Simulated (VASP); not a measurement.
Set up this calculation in VASP 6.6.1, as the native input.

```
Task                   : single point
Functional             : PBE
Potentials or basis    : VASP PAW PBE potentials, release 64 (Tb_3), 4f in core
Cutoff                 : 520 eV
k mesh                 : 9 × 9 × 9
Occupations            : gaussian, width 0.02 eV
Spin                   : collinear spin, ferromagnetic start
Starting moments       : [6.0] μB
Further INCAR settings : ALGO = Normal; EDIFF = 1e-07
```

The structure of Tb lies in POSCAR:

```
Tb
1.0
    0.0000000000      2.5199650902      2.5199650902
    2.5199650902      0.0000000000      2.5199650902
    2.5199650902      2.5199650902      0.0000000000
Tb
1
Cartesian
    0.0000000000      0.0000000000      0.0000000000
```

This isn't the form of Tb at room conditions, which is hcp.

One way to write it, as run:

INCAR

```
SYSTEM = Tb
PREC = Accurate
ENCUT = 520
EDIFF = 1E-7
ISMEAR = 0
SIGMA = 0.02
LREAL = .False.
LASPH = .True.
NELM = 150
ALGO = Normal
ISIF = 2
LWAVE = .False.
LCHARG = .True.
ISPIN = 2
MAGMOM = 6
LORBIT = 11
LMAXMIX = 6
GGA = PE
LELF = .True.
LVHAR = .True.
```

KPOINTS

```
Automatic mesh
0
Gamma
  9 9 9
  0 0 0
```

Potentials or basis: VASP PAW PBE potentials, release 64 (Tb_3), 4f in core.

Command:

```bash
$ cat potpaw_PBE.64/Tb_3/POTCAR > POTCAR
$ mpirun -np 1 vasp_std > vasp.out
```

Results of the run:

```yaml
Pressure: 0.0 GPa
Band_gap_on_the_k_mesh: none (metal or under the smearing width)
Net_moment: 0.11 μB per cell
Site_moments: Tb +0.07 μB
Valence_electrons_inside_the_program's_atomic_spheres: Tb 7.82
```

Caveat: the magnetic or orbital state may not be the lowest; spin-orbit coupling is left out, which moves the levels of the heavy elements; the 4f electrons are frozen in the core as for a trivalent ion, so they carry no moment and show no levels.

It took 42 s on 1 thread of Intel(R) Xeon(R) Platinum 8488C (Sapphire Rapids) (shared host), peak memory 0.18 GiB.
